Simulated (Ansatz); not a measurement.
# Ga: the cost of one run

Computed with Ansatz 0.2.0 (DFT PBEsol, scalar-relativistic, unless a step's input says otherwise).

## 1. The structure to begin with

It takes space group Cmce (No. 64, orthorhombic). Conventional cell: a = 4.511 Å, b = 7.645 Å, c = 4.517 Å, α = 90.00°, β = 90.00°, γ = 90.00°. Around Ga (site symmetry m) lie 7 Ga at 2.44 to 2.79 Å.

As a file:

```xyz
4
Lattice="2.2554 -3.8224 0.0000 2.2554 3.8224 0.0000 0.0000 0.0000 4.5167" Properties=species:S:1:pos:R:3 pbc="T T T"
Ga    2.2554    2.6566    0.3546
Ga    2.2554   -1.1658    1.9038
Ga    2.2554   -2.6566    4.1621
Ga    2.2554    1.1658    2.6129
```

Atoms are numbered in the order of the input: Ga1, Ga2, Ga3, Ga4.

## 2. The deformed structure

Space group Cmce before, P-1 after.

## 3. LAPW, all electrons

The input, input.yaml:

```yaml
crystal:
  lattice:
    - [2.312686, -3.85623025, 0.02350575]
    - [2.198014, 3.78856975, -0.09116625]
    - [-0.0677505, -0.0677505, 4.5167]
  atoms:
    - { symbol: Ga, position: [0.1525, 0.8475, 0.0785] }
    - { symbol: Ga, position: [0.6525, 0.3475, 0.4215] }
    - { symbol: Ga, position: [0.8475, 0.1525, 0.9215] }
    - { symbol: Ga, position: [0.3475, 0.6525, 0.5785] }
kpoints:
  mp_grid: { grid: [9, 9, 8] }
  band_path:
    path:
      - [0.0, 0.0, 0.0]
      - [0.0, 0.0, 0.5]
      - [0.5, 0.0, 0.0]
      - [0.0, 0.0, 0.0]
      - [0.0, 0.5, 0.0]
      - [-0.5, 0.5, -0.5]
      - [0.0, 0.0, 0.0]
      - [-0.5, 0.5, 0.0]
      - [0.0, 0.5, -0.5]
    npoints: 5
scf:
  occupations: { method: fermi_dirac, width: 0.05 }
hamiltonian:
  xc: pbesol
  pseudopotentials: { kind: all_electron, lapw: { basis_error: 0.001 } }
output:
  forces: true
  stress: true
  eigenvalues: true
```

The run is started by

```console
ansatz run input.yaml --threads 1 --pin off --max-ram 6144MiB --backend cpu --events-out ev --progress --plain --runs-dir out
```

Q: Estimate wall time and peak memory on 1 thread of Arm Neoverse V2, shared host.

About 6.5 min, with a peak of 2.1 GiB.
